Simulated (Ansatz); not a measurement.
The decay constant κ of evanescent states in the gap governs leakage through a thin film.

Input:

```
CELL_PARAMETERS angstrom
      4.32129     0.00000     0.00000
     -2.16065     3.74235     0.00000
      2.16065    -1.24745     3.52832
ATOMIC_POSITIONS crystal
  Zn 0.50000 0.50000 0.50000
  Te 0.25000 0.75000 0.25000
```

The cell is taken as given.

Transport runs along the normal of the first two printed cell vectors, the (111) plane of the conventional cell.

The gap is the functional's own, uncorrected, and κ follows it; spin-orbit coupling is left out. Mid-gap means the computed energy nearest the middle.

### Question
State the band gap and the smallest decay constant κ at mid-gap according to r2SCAN (Ansatz, a first-principles code).

### Answer
Gap 1.80 eV on a 8×8×8 mesh; κ = 0.105 1/Å, at the zone centre.
